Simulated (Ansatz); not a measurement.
**PbS in Ansatz: convergence with smearing width**

The system is PbS.

```xyz
2
Lattice="4.0897 0.0000 0.0000 -2.0448 3.5418 0.0000 0.0000 0.0000 3.7882" Properties=species:S:1:pos:R:3 pbc="T T T"
Pb    0.0000    0.0000    0.0000
S     2.0448    1.1806    1.8941
```

Measurements of this composition are mostly on another form, of space group No. 225.

| Property | Result |
| --- | --- |
| Program | Ansatz 0.2.0 |
| Task | convergence study |
| Functional | PBE |
| Potentials or basis | Ansatz NC with PseudoDojo standard (PBE files) |
| Cutoff | 850 eV (not typed: the program's choice for these potentials) |
| k mesh | 6 × 6 × 6 |
| Occupations | fermi-dirac, width 0.3 eV |
| Spin | no spin polarisation |

These are the settings of the first run; the series varies smearing width, with any setting tied to it.

Hardware: 2 threads of Intel(R) Xeon(R) Processor @ 2.50GHz (Skylake/Cascade Lake) (shared host).

| smearing width | energy less the tightest run, at zero smearing (meV/atom) | pressure (GPa) | SCF cycles | CPU time (s) | peak memory (GiB) |
| --- | --- | --- | --- | --- | --- |
| 0.3 eV | 9.96 | -0.24 | 7 | 16 | 0.34 |
| 0.2 eV | 2.72 | -0.18 | 8 | 16 | 0.34 |
| 0.15 eV | 0.89 | -0.16 | 8 | 16 | 0.35 |
| 0.1 eV | 0.04 | -0.16 | 7 | 17 | 0.34 |
| 0.05 eV | -0.02 | -0.17 | 7 | 18 | 0.34 |
| 0.025 eV | 0.02 | -0.17 | 7 | 15 | 0.33 |
| 0.01 eV | 0.00 | -0.17 | 7 | 14 | 0.33 |
| 0.005 eV | 0.00 | -0.17 | 7 | 15 | 0.33 |

Against the tightest run, the energy stays within 1 meV/atom from 0.15 eV on; the pressure stays within 0.1 GPa from 0.3 eV on. Narrower smearing needs a denser k mesh, so at a fixed mesh the narrowest width isn't the most accurate. The tightest run that finished is the yardstick and may itself not be fully converged.

Spin-orbit coupling is left out, which matters for the levels of Pb.
